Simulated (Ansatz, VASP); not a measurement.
## Ga2H3 in VASP and in Ansatz

The input INCAR:

```
SYSTEM = Ga2H3
PREC = Accurate
ENCUT = 520
EDIFF = 1E-6
ISMEAR = 0
SIGMA = 0.1
LREAL = .FALSE.
LASPH = .TRUE.
NELM = 80
ALGO = Normal
ISIF = 2
LWAVE = .FALSE.
LCHARG = .FALSE.
GGA = PE
NBANDS = 22
```

File KPOINTS:

```
Automatic mesh
0
G
  6 6 6
  0 0 0
```

Contents of POSCAR:

```
Ga2H3
1.0
    3.6614830600      0.0000000000      0.0000000000
    0.0000000000      3.6614830600      0.0000000000
    0.0000000000      0.0000000000      3.6614830600
Ga H
2 3
Direct
    0.5000000000      0.5000000000      0.5000000000
    0.0000000000      0.0000000000      0.0000000000
    0.0000000000      0.5000000000      0.5000000000
    0.5000000000      0.0000000000      0.5000000000
    0.5000000000      0.5000000000      0.0000000000
```

Input for Ansatz:

```yaml
crystal:
  lattice:
    - [3.66148306, 0.0, 0.0]
    - [0.0, 3.66148306, 0.0]
    - [0.0, 0.0, 3.66148306]
  atoms:
    - { symbol: Ga, position: [0.5, 0.5, 0.5] }
    - { symbol: Ga, position: [0.0, 0.0, 0.0] }
    - { symbol: H, position: [0.0, 0.5, 0.5] }
    - { symbol: H, position: [0.5, 0.0, 0.5] }
    - { symbol: H, position: [0.5, 0.5, 0.0] }
basis:
  ecutwfc: 420
kpoints:
  mp_grid: { grid: [6, 6, 6] }
hamiltonian:
  xc: pbe
scf:
  occupations: { method: gaussian, width: 0.1 }
  lower_state_search: "off"
output:
  forces: true
  stress: true
  eigenvalues: true
```

Alike in both runs: task single point; functional PBE; k mesh 6 × 6 × 6; occupations gaussian, width 0.1 eV; no spin polarisation.

|  | VASP | Ansatz |
| --- | --- | --- |
| version | VASP 6.6.1 | Ansatz 0.2.0 |
| potentials or method | VASP PAW PBE potentials, release 64 (Ga_d, H) | scalar-relativistic, plane waves, PAW |
| plane-wave cutoff (eV) | 520 | 420 |
| valence electrons in the cell | 29 | 29 |

```tsv
	VASP	Ansatz	Ansatz less VASP
gap on the k mesh at the Fermi level (eV)	none	none	-
pressure (GPa)	8.1	8.1	-0.02
```

A gap of «none» marks a metal or a gap that the smearing closes. With one functional, cell and mesh, what is left measures potentials, basis and numerics.
